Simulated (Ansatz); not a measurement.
**Is this Na2H stable against decomposition?**

All numbers below come from DFT PBE, scalar-relativistic, plane waves, PAW in Ansatz 0.2.0. Settings: cutoff 420 eV, Γ-centred meshes spaced at most about 0.3 Å⁻¹, and about 0.25 Å⁻¹ or finer for metals (2π included), Gaussian smearing. No spin polarisation.

Formation energies are uncorrected and refer to the elements' standard structures at the same level (H₂ as a molecule).

All energies are static (0 K, no zero-point motion). With hydrogen, zero-point motion can shift formation energies by some tens of meV/atom.

The competitors are the elements and 1 reference phase of this chemical system (from databases or known types: NaH), relaxed at the same level; other known phases may be missing.

The candidate was reached from: a relaxed cell, shaken at random and relaxed again.

```yaml
crystal:
  lattice:
    - [3.30810, 0.00000, 0.00000]
    - [0.00000, 3.30810, 0.00000]
    - [0.00000, 0.00000, 6.23567]
  atoms:
    - { symbol: Na, position: [0.00000, 0.00000, 0.04870] }
    - { symbol: Na, position: [0.50000, 0.50000, 0.52121] }
    - { symbol: H, position: [0.00000, 0.00000, 0.43008] }
```

Q: Where does it stand against these competitors?

A: Not stable. Its formation energy is -0.007 eV/atom. The lowest competing mixture at this composition is this:

| phase | space group | source | share of atoms | ΔE_f (eV/atom) |
| --- | --- | --- | --- | --- |
| Na | - | element | 0.3333 | -0.0014 |
| NaH | Fm-3m (No. 225) | COD | 0.6667 | -0.196 |

The lowest database cell of Na (-0.0014) lies slightly below the reference, hence the non-zero entry.

The mixture lies at -0.131 eV/atom, and the candidate lies 124 meV/atom above it. The candidate matches no cell in the subsets of the Crystallography Open Database and the Materials Project at hand. It is metastable at best. Whether it is a true minimum wasn't tested by phonons.
